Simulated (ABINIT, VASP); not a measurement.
Given: the input of a run of ABINIT 10.8.3 (patched build) on NbAs. 

Contents of run.abi:

```
pp_dirpath "./"
pseudos "Nb.GGA_PBE-JTH.xml, As.GGA_PBE-JTH.xml"

acell 3*1.0 Angstrom
rprim
    -1.7258500000     1.7258500000     5.8400000000
     1.7258500000    -1.7258500000     5.8400000000
     1.7258500000     1.7258500000    -5.8400000000
ntypat 2
znucl 41 33
natom 4
typat 1 1 2 2
xred
     0.5000000000     0.0000000000     0.5000000000
     0.7500000000     0.7500000000     0.0000000000
     0.9160000000     0.4160000000     0.5000000000
     0.1660000000     0.1660000000     0.0000000000

ecut 16.0
pawecutdg 32.0

kptopt 1
ngkpt 11 11 11
nshiftk 1
shiftk 0.0 0.0 0.0

ixc 11

nband 34
occopt 3
tsmear 0.05 eV

nstep 100
tolvrs 1.0e-9

iomode 3
prtwf 0
prteig 0
prtebands 0
prtden 1
prtvha 1
prtvclmb 1
prtpot 1
```

Potentials or basis: JTH PAW PBE v2.0.

The run is started by

```bash
$ abinit run.abi > log 2>&1
```

Task: Translate it to VASP 6.6.1. Potentials or basis there: PBE PAW files As, Nb_sv, 520 eV.

Result: As run (cutoffs and basis follow the program's own potentials, and thresholds, step limits or extra output files can differ):

Contents of INCAR:

```
SYSTEM = NbAs
PREC = Accurate ; ENCUT = 520
EDIFF = 1E-7 ; ISMEAR = -1
SIGMA = 0.05 ; LREAL = .FALSE.
LASPH = .TRUE. ; NELM = 80
ALGO = Normal ; ISIF = 2
LWAVE = .FALSE. ; LCHARG = .TRUE.
GGA = PE ; LELF = .TRUE.
LVHAR = .TRUE. ; NBANDS = 26
```

File KPOINTS:

```
Automatic mesh
0
G
  11 11 11
  0 0 0
```

The input POSCAR:

```
NbAs
1.0
   -1.7258500000      1.7258500000      5.8400000000
    1.7258500000     -1.7258500000      5.8400000000
    1.7258500000      1.7258500000     -5.8400000000
Nb As
2 2
Direct
    0.5000000000      0.0000000000      0.5000000000
    0.7500000000      0.7500000000      0.0000000000
    0.9160000000      0.4160000000      0.5000000000
    0.1660000000      0.1660000000      0.0000000000
```

Potentials or basis: VASP PAW PBE potentials, release 64 (Nb_sv, As).

Command:

```bash
$ cat potpaw_PBE.64/Nb_sv/POTCAR potpaw_PBE.64/As/POTCAR > POTCAR
$ mpirun -np 1 vasp_std > vasp.out
```

Both were run:

|  | ABINIT | VASP |
| --- | --- | --- |
| Pressure | 3.0 GPa | 3.3 GPa |
| Largest force | 0.300 eV/Å | 0.299 eV/Å |

The potentials hold 56 and 36 valence electrons a cell.

Pressure is positive in compression.
